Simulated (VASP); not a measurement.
**BN: single point with HSE06**

**Experimental background.**

A printed reference work, monograph reports, for a bulk crystal of BN at 300 K: band gap 6.4 eV (indirect).

Crystal: BN.

```
N B
1.0
     0.00000    1.81300    1.81300
     1.81300    0.00000    1.81300
     1.81300    1.81300    0.00000
N B
1 1
Direct
  0.25000 0.25000 0.25000
  0.00000 0.00000 0.00000
```

The cell is a database's computed one.

```yaml
Program: VASP 6.6.1
Task: single point
Functional: HSE06
Potentials_or_basis: VASP PAW PBE potentials, release 64 (N, B)
Cutoff: 600 eV
k_mesh: 8 × 8 × 8
Occupations: gaussian, width 0.01 eV
Spin: no spin polarisation
```

The pressure is -9.2 GPa and the band gap on the k mesh is 5.78 eV, indirect (least direct gap 10.53 eV).

Levels at points of the mesh, in eV from the valence-band top:
```csv
k point,band 1,band 2,band 3,band 4,band 5,band 6,band 7,band 8,band 9
"(0.00, 0.00, 0.00)",-22.00,0.00,0.00,0.00,10.53,10.53,10.53,12.00,26.58
"(0.50, 0.00, 0.00)",-17.52,-11.55,-2.09,-2.09,11.74,12.48,12.48,17.30,25.44
"(0.50, 0.50, 0.00)",-16.05,-9.71,-5.27,-5.27,5.78,10.70,20.33,20.33,23.10
```

Wall time 12 min on 1 thread of Intel(R) Xeon(R) Platinum 8259CL CPU @ 2.50GHz (Skylake/Cascade Lake), on a shared host, peak memory 0.23 GiB.

Measured gap of BN: 6.4 eV (indirect; 300 K; a printed reference work, monograph). This calculation gives 5.78 eV (-0.62 eV). The value is that of HSE06 on a finite k mesh, which can miss the band edges, without temperature or zero-point motion. The cell is a database's relaxed one, not the measured one, which moves gaps too.

Caveat: the PAW data sets were made with another functional, which shifts forces and pressure a little.
